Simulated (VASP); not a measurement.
# BrCs in VASP: settings compared

Aim: see how the results for BrCs move with the level of theory and the settings. Levels: PBE, r2SCAN+D4. Tasks: electron localisation function, relaxation of the atoms.

Everything below comes from runs of VASP 6.6.1. Logs are shortened: lines on timing, memory, paths and dates and some standing lists are left out, and cuts for length are marked.

## Step 1: The molecule as given

The cell holds a molecule in a box, 2 atoms: a = 9.000 Å, b = 9.000 Å, c = 13.000 Å, α = 90.00°, β = 90.00°, γ = 90.00°.

## Step 2: Electron localisation function, PBE

Input file INCAR:

```
ALGO = Normal ; EDIFF = 1E-7
ENCUT = 520 ; GGA = PE
ISIF = 2 ; ISMEAR = 0
LASPH = True ; LCHARG = True
LELF = True ; LREAL = False
LWAVE = False ; NELM = 80
PREC = Accurate ; SIGMA = 0.01
```

Input file KPOINTS:

```
k-points
0
Gamma
  1 1 1
```

Input file POSCAR:

```
CsBr
1.0
    9.0000000000      0.0000000000      0.0000000000
    0.0000000000      9.0000000000      0.0000000000
    0.0000000000      0.0000000000     13.0000000000
Br Cs
1 1
Direct
    0.5014444400      0.5023333300      0.3844518800
    0.5014444400      0.5023333300      0.6207788800
```

Potentials or basis: VASP PAW PBE potentials, release 64 (Br, Cs_sv).

Launch:

```sh
> cat potpaw_PBE.64/Br/POTCAR potpaw_PBE.64/Cs_sv/POTCAR > POTCAR
> mpirun -np 1 vasp_gam > vasp.out
```

OUTCAR:

```text
EDIFF = 1E-7
   ENCUT = 520
   GGA = PE
   ISIF = 2
   ISMEAR = 0
   LASPH = True
   LREAL = False
   NELM = 80
   PREC = Accurate

 ion  position               nearest neighbor table
   1  0.501  0.502  0.384-
   2  0.501  0.502  0.621-

  LATTYP: Found a simple tetragonal cell.
 ALAT       =     9.0000000000
 C/A-ratio  =     1.4444444444

  Lattice vectors:

 A1 = (   9.0000000000,   0.0000000000,   0.0000000000)
 A2 = (   0.0000000000,   9.0000000000,   0.0000000000)
 A3 = (   0.0000000000,   0.0000000000,  13.0000000000)

Analysis of symmetry for initial positions (statically):
=====================================================================
 Subroutine PRICEL returns:
 Original cell was already a primitive cell.

 Routine SETGRP: Setting up the symmetry group for a
 simple tetragonal supercell.

 Subroutine GETGRP returns: Found  8 space group operations
 (whereof  1 operations were pure point group operations)
 out of a pool of 16 trial point group operations.

The static configuration has the point symmetry C_1 .
 The point group associated with its full space group is C_4v.

Analysis of symmetry for dynamics (positions and initial velocities):
=====================================================================
 Subroutine PRICEL returns:
 Original cell was already a primitive cell.

 Routine SETGRP: Setting up the symmetry group for a
 simple tetragonal supercell.

 Subroutine GETGRP returns: Found  8 space group operations
 (whereof  1 operations were pure point group operations)
 out of a pool of 16 trial point group operations.

The dynamic configuration has the point symmetry C_1 .
 The point group associated with its full space group is C_4v.

 Subroutine INISYM returns: Found  8 space group operations
 (whereof  1 operations are pure point group operations),
 and found     1 'primitive' translations

----------------------------------------------------------------------------------------

                                     Primitive cell

  volume of cell :    1053.0000

  direct lattice vectors                    reciprocal lattice vectors
     9.000000000  0.000000000  0.000000000     0.111111111  0.000000000  0.000000000
     0.000000000  9.000000000  0.000000000     0.000000000  0.111111111  0.000000000
     0.000000000  0.000000000 13.000000000     0.000000000  0.000000000  0.076923077

  length of vectors
     9.000000000  9.000000000 13.000000000     0.111111111  0.111111111  0.076923077

  position of ions in fractional coordinates (direct lattice)
     0.501444440  0.502333330  0.384451880
     0.501444440  0.502333330  0.620778880

  ion indices of the primitive-cell ions
   primitive index   ion index
                 1           1
                 2           2

----------------------------------------------------------------------------------------

 KPOINTS: k-points

Automatic generation of k-mesh.
 Grid dimensions read from file:
 generate k-points for:    1    1    1

 Generating k-lattice:

  Cartesian coordinates                     Fractional coordinates (reciprocal lattice)
     0.111111111  0.000000000  0.000000000     1.000000000  0.000000000  0.000000000
     0.000000000  0.111111111  0.000000000     0.000000000  1.000000000  0.000000000
     0.000000000  0.000000000  0.076923077     0.000000000  0.000000000  1.000000000

  Length of vectors
     0.111111111  0.111111111  0.076923077

  Shift w.r.t. Gamma in fractional coordinates (k-lattice)
     0.000000000  0.000000000  0.000000000

 Subroutine IBZKPT returns following result:
 ===========================================

 Found      1 irreducible k-points:

 Following reciprocal coordinates:
            Coordinates               Weight
  0.000000  0.000000  0.000000      1.000000
   k-points           NKPTS =      1   k-points in BZ     NKDIM =      1   number of bands    NBANDS=     12
   number of dos      NEDOS =    301   number of ions     NIONS =      2
   total plane-waves  NPLWV = 480200
   dimension x,y,z NGX =    70 NGY =   70 NGZ =   98
   dimension x,y,z NGXF=   140 NGYF=  140 NGZF=  196
   ions per type =               1   1
   NGX,Y,Z   is equivalent  to a cutoff of  12.93, 12.93, 12.53 a.u.
   NGXF,Y,Z  is equivalent  to a cutoff of  25.86, 25.86, 25.06 a.u.
 SYSTEM =  unknown system
   PREC   = accura    normal or accurate (medium, high low for compatibility)
   ISTART =      0    job   : 0-new  1-cont  2-samecut
   ICHARG =      2    charge: 1-file 2-atom 10-const
   ISPIN  =      1    spin polarized calculation?
   LNONCOLLINEAR =      F non collinear calculations
   LSORBIT =      F    spin-orbit coupling
   LASPH  =      T    aspherical Exc in radial PAW
   ENCUT  =  520.0 eV  38.22 Ry    6.18 a.u.  16.73 16.73 24.17*2*pi/ulx,y,z
   NELM   =     80;   NELMIN=  2; NELMDL= -5     # of ELM steps
   EDIFF  = 0.1E-06   stopping-criterion for ELM
   LREAL  =      F    real-space projection
   EDIFFG = 0.1E-05   stopping-criterion for IOM
   NSW    =      0    number of steps for IOM
   IBRION =     -1    ionic relax: 0-MD 1-quasi-New 2-CG
   NFREE  =      0    steps in history (QN), initial steepest desc. (CG)
   ISIF   =      2    stress and relaxation
   ISYM   =      2    0-nonsym 1-usesym 2-fastsym
   POTIM  = 0.5000    time-step for ionic-motion
   TEBEG  =    0.0;   TEEND  =   0.0 temperature during run
   PSTRESS=    0.0 pullay stress
   NELECT =      16.0000    total number of electrons
   NUPDOWN=      -1.0000    fix difference up-down
   EMIN   =  10.00;   EMAX   =-10.00  energy-range for DOS
   EFERMI =   0.00;   METHOD = LEGACY
   ISMEAR =     0;   SIGMA  =   0.01  broadening in eV -4-tet -1-fermi 0-gaus
   EFERMI_NEDOS =   21; number of points for ismear=-14 and -15
   IALGO  =     38    algorithm
   IMIX   =      4    mixing-type and parameters
     AMIX     =   0.40;   BMIX     =  1.00
     AMIX_MAG =   1.60;   BMIX_MAG =  1.00
  volume/ion in A,a.u.               =     526.50      3553.00
  Fermi-wavevector in a.u.,A,eV,Ry     =   0.405482  0.766251  2.237015  0.164416
  Thomas-Fermi vector in A             =   1.357813
   LORBIT       =      0    0 simple, 1 ext, 2 COOP (PROOUT), +10 PAW based schemes
   GGA     = PE    functional components
   LHFCALC =     F    Hartree Fock is set to
   AEXX    =    0.0000 exact exchange contribution
   IVDW    =     0    specifies the selected vdW correction
   LEPSILON=     F    determine dielectric tensor
   LRPA    =     F    only Hartree local field effects (RPA)
 non-spin polarized calculation
 Gauss-broadening in eV      SIGMA  =   0.01
  energy-cutoff  :      520.00
  volume of cell :     1053.00
 maximum number of plane-waves:     14183
 NGX is ok and might be reduce to    70
   NGX = 33   NGY = 33   NGZ = 49

 number of electron      16.0000000 magnetization

 Free energy of the ion-electron system (eV)
  ---------------------------------------------------
  ext. energy  EPLUGINS =         0.00000000
  ---------------------------------------------------
  free energy    TOTEN  =        -4.45210364 eV

  energy without entropy =       -4.45210364  energy(sigma->0) =       -4.45210364

 E-fermi :  -4.1626     XC(G=0):  -1.3148

 val. band max:       -4.2389322317   @ k =   0.0000   0.0000   0.0000
 cond. band min:      -1.4214636551   @ k =   0.0000   0.0000   0.0000
 fundamental gap:      2.8174685767
 Fermi energy:        -4.1625889472

 k-point     1 :       0.0000    0.0000    0.0000
  band No.  band energies     occupation
      1     -26.2066      2.00000
      2     -16.1509      2.00000
      3     -13.0877      2.00000
      4     -13.0877      2.00000
      5     -12.8163      2.00000
      6      -4.3800      2.00000
      7      -4.2389      2.00000
      8      -4.2389      2.00000
      9      -1.4215      0.00000
     10       0.0344      0.00000
     11       0.0746      0.00000
     12       0.3232      0.00000

------------------------ aborting loop because EDIFF is reached ----------------------------------------

  FORCE on cell =-STRESS in cart. coord.  units (eV):
  Direction    XX          YY          ZZ          XY          YZ          ZX
  --------------------------------------------------------------------------------------
  -------------------------------------------------------------------------------------
  Total        0.2262084      0.2262084     -0.3404387      0.0000000     -0.0000000      0.0000000
  in kB        0.3441842      0.3441842     -0.5179897      0.0000000     -0.0000000      0.0000000
  external PRESSURE =       0.0567929 kB  Pullay stress =       0.0000000 kB

 VOLUME and BASIS-vectors are now :
 -----------------------------------------------------------------------------
  energy-cutoff  :      520.00
  volume of cell :     1053.00
      direct lattice vectors                 reciprocal lattice vectors
     9.000000000  0.000000000  0.000000000     0.111111111  0.000000000  0.000000000
     0.000000000  9.000000000  0.000000000     0.000000000  0.111111111  0.000000000
     0.000000000  0.000000000 13.000000000     0.000000000  0.000000000  0.076923077

 POSITION                                       TOTAL-FORCE (eV/Angst)
 -----------------------------------------------------------------------------------
      4.51300      4.52100      4.99787         0.000000      0.000000     -0.022411
      4.51300      4.52100      8.07013         0.000000     -0.000000      0.022411
 -----------------------------------------------------------------------------------
    total drift:                                0.000007      0.000006      0.000051

  FREE ENERGIE OF THE ION-ELECTRON SYSTEM (eV)
  ---------------------------------------------------
  free  energy   TOTEN  =        -4.4521036385 eV

  energy  without entropy=       -4.4521036385  energy(sigma->0) =       -4.45210364
```

Wall time 69 s (1 thread of Intel Xeon Platinum 8559C (Emerald Rapids), shared host); peak memory 0.85 GiB.

Results:

```yaml
Free_energy: -4.4521 eV
Largest_force: 0.022 eV/Å
Gap_between_the_frontier_levels: 2.82 eV
```

Forces in eV/Å, atoms in the order of the input:
```
Br   0.000  0.000 -0.022
Cs   0.000  0.000  0.022
```

Caveat: spin-orbit coupling is left out, which moves the levels of the heavy elements. PBE gaps usually lie below the measured ones, often by a third to a half.

## Step 3: Relaxation of the atoms, r2SCAN+D4

Input file INCAR:

```
SYSTEM = CsBr
PREC = Accurate
ENCUT = 520
EDIFF = 1E-6
ISMEAR = 0
SIGMA = 0.01
LREAL = .False.
LASPH = .True.
NELM = 60
ALGO = Normal
ISIF = 2
LWAVE = .False.
LCHARG = .False.
METAGGA = R2SCAN
LMIXTAU = .True.
IVDW = 13
VDW_S6 = 1.0
VDW_S8 = 0.6018749
VDW_A1 = 0.51559235
VDW_A2 = 5.77342911
IBRION = 2
NSW = 60
EDIFFG = -0.01
```

Input file KPOINTS:

```
Automatic mesh
0
Gamma
  1 1 1
  0 0 0
```

POSCAR is that of step 2.

Potentials or basis: VASP PAW PBE potentials, release 64 (Br, Cs_sv).

Launch:

```sh
> cat potpaw_PBE.64/Br/POTCAR potpaw_PBE.64/Cs_sv/POTCAR > POTCAR
> mpirun -np 1 vasp_gam > vasp.out
```

It took 11 min on 1 thread of Intel Xeon Platinum 8559C (Emerald Rapids), shared host; peak memory 1.2 GiB.

It converged, with:

```
Free energy                     : -40.4918 eV
Energy gained by relaxing       : 0.5 meV/atom
Ionic steps                     : 3
Gap between the frontier levels : 3.64 eV
Dispersion energy per atom      : -0.004 eV
```

Step by step:
```csv
step,energy change (eV),largest force (eV/Å),pressure (GPa)
1,0.0000,0.0905,0.01
2,-0.0006,0.0551,0.01
3,-0.0010,0.0016,0.00
```

Final structure:
```cif
data_structure
_symmetry_space_group_name_H-M 'P 1'
_symmetry_Int_Tables_number 1
_cell_length_a 9.0000
_cell_length_b 9.0000
_cell_length_c 13.0000
_cell_angle_alpha 90.000
_cell_angle_beta 90.000
_cell_angle_gamma 90.000
_cell_volume 1053.00
loop_
_atom_site_label
_atom_site_type_symbol
_atom_site_fract_x
_atom_site_fract_y
_atom_site_fract_z
_atom_site_occupancy
Br1 Br 0.50144 0.50233 0.38359 1
Cs1 Cs 0.50144 0.50233 0.62164 1
```

Levels at points of the mesh, in eV from the valence-band top:
| k point | band 4 | band 5 | band 6 | band 7 | band 8 | band 9 | band 10 | band 11 | band 12 |
| --- | --- | --- | --- | --- | --- | --- | --- | --- | --- |
| (0.00, 0.00, 0.00) | -9.20 | -8.90 | -0.12 | 0.00 | 0.00 | 3.64 | 4.95 | 5.04 | 5.38 |

Caveat: the PAW data sets were made with another functional, which shifts forces and pressure a little; spin-orbit coupling is left out, which moves the levels of the heavy elements.

## Step 4: For comparison

An earlier run on the cell as given: functional PBE; potentials or basis VASP PAW PBE potentials, release 64 (Br, Cs_sv); cutoff 520 eV; k mesh 1 × 1 × 1; occupations gaussian, width 0.01 eV; no spin polarisation.

* Largest force: 0.022 eV/Å
* Gap between the frontier levels: 2.82 eV

## Step 5: Overview

| task | level | cell | gap on the mesh (eV) | largest force (eV/Å) |
| --- | --- | --- | --- | --- |
| electron localisation function | PBE | as given | 2.82 | 0.02 |
| relaxation of the atoms | r2SCAN+D4 | atoms relaxed | 3.64 | - |
| single point | PBE | as given | 2.82 | 0.02 |

Alike in all rows: potentials or basis VASP PAW PBE potentials, release 64 (Br, Cs_sv); no spin polarisation; k mesh 1 × 1 × 1; cutoff (eV) 520; smearing gaussian 0.01 eV.

Caveats: spin-orbit coupling is left out, which moves the levels of the heavy elements; the PAW data sets were made with another functional, which shifts forces and pressure a little (some runs).

Total energies depend on the potentials used, so only differences within one code and one set of settings carry meaning.
